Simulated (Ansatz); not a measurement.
## P: strain energy, fitted

P, Pm-3m, a = 2.422 Å. This isn't the element's structure at ambient conditions. Ansatz: PBEsol, PAW, 420 eV, Γ-centred 18×18×18 mesh on 1 atom, Gaussian smearing 0.10 eV; no spin polarisation. Series: uniaxial strain along c, with a, b and atoms relaxed; x is the strain in per cent. y is the free energy over the unstrained cell, V0 = 14.201 Å³/atom.

| x (%) | y (meV/atom) |
| --- | --- |
| -3.0 | ? |
| -2.0 | 2.69 |
| -1.0 | 0.64 |
| 0.0 | 0.00 |
| 1.0 | 0.75 |
| 2.0 | 2.84 |
| 3.0 | 6.23 |

Question: Fit y = c2 x² + c3 x³ to the other rows, turn c2 into a modulus, and predict the missing energy.

Answer: Least squares on the rows shown. y = 0.6837 x² + 0.003948 x³. In eV per unit strain² c2 is 6.837; this is Young's modulus along the axis (E = ½ Y V0 ε²): 2 × 6.837 × 160.2 / (14.201) = 154 GPa. With a term in x⁴ added, the coefficient of x² becomes 0.7117, 4 % more, which shows how far this figure hangs on the form. At x = -3.0 the fit asked for gives 6.05 meV/atom. The run gave 7.42 meV/atom, so the fit is 1.37 meV/atom too low, 18 % of the span of the series, against an rms of 0.05 meV/atom on the fitted rows. The row lies outside the fitted range. With a term in x⁴ added, a fit to the same known rows predicts 5.70 meV/atom, further off still.